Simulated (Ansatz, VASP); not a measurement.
# Two plane-wave programs on Fe

The input INCAR:

```
SYSTEM = Fe
ALGO     = Normal         ! electronic algorithm
EDIFF    = 1E-6           ! SCF threshold, eV
ENCUT    = 520            ! plane-wave cutoff, eV
ISIF     = 2              ! what is computed and relaxed
ISMEAR   = 1              ! smearing method
ISPIN    = 2              ! spin polarisation
LASPH    = .TRUE.         ! aspherical terms in the spheres
LCHARG   = .FALSE.        ! write CHGCAR
LMAXMIX  = 4              ! l up to which the mixer works
LORBIT   = 11             ! projections on sites
LREAL    = .FALSE.        ! projectors in reciprocal space
LWAVE    = .FALSE.        ! write WAVECAR
MAGMOM   = 1.988          ! initial moments
NBANDS   = 14             ! bands
NELM     = 150            ! most SCF steps
PREC     = Accurate       ! precision mode
SIGMA    = 1.0            ! smearing width, eV
```

File KPOINTS:

```
k-points
0
G
  16 16 16
  0 0 0
```

Contents of POSCAR:

```
Fe
1.0
   -1.3745984210      1.3745984210      1.3745984210
    1.3745984210     -1.3745984210      1.3745984210
    1.3745984210      1.3745984210     -1.3745984210
Fe
1
Direct
    0.0000000000      0.0000000000      0.0000000000
```

Input for Ansatz:

```yaml
crystal:
  lattice:
    - [-1.374598421, 1.374598421, 1.374598421]
    - [1.374598421, -1.374598421, 1.374598421]
    - [1.374598421, 1.374598421, -1.374598421]
  atoms:
    - { symbol: Fe, position: [0.0, 0.0, 0.0], spin: 1.988 }
hamiltonian:
  xc: lda
  pseudopotentials:
    kind: paw
    azcp:
      Fe: "pseudopotentials/Fe.paw.azcp"
basis:
  ecutwfc: 420
  fft_grid_basis: typed
kpoints:
  mp_grid: { grid: [16, 16, 16], shift: [0, 0, 0] }
magnetization:
  spin_polarized: true
scf:
  occupations: { method: methfessel_paxton, width: 1.0 }
  lower_state_search: "off"
output:
  stress: true
```

Alike in both runs: task single point; functional LDA; k mesh 16 × 16 × 16; occupations methfessel-paxton of order 1, width 1 eV; collinear spin.

```csv
,VASP,Ansatz
version,VASP 6.6.1,Ansatz 0.2.0
potentials or method,"VASP PAW LDA potentials, release 64 (Fe)","plane waves (420 eV) with PAW, scalar-relativistic"
plane-wave cutoff (eV),520,420
valence electrons in the cell,8,16
```

VASP gave:

| Quantity | Value |
| --- | --- |
| pressure (GPa) | -3.2 |
| net moment per atom (μB) | 1.86 |
| size of the moment on the site where the two differ most (μB) | 1.83 |

Task: What did Ansatz give for the same quantities?

Result: Pressure (GPa): -1.9; net moment per atom (μB): 1.93; size of the moment on the site where the two differ most (μB): 1.93.

Site moments also hang on the region over which each program counts them. The two sets of potentials don't hold the same shells in valence. Ansatz warned: «pseudo_functional_mismatch».
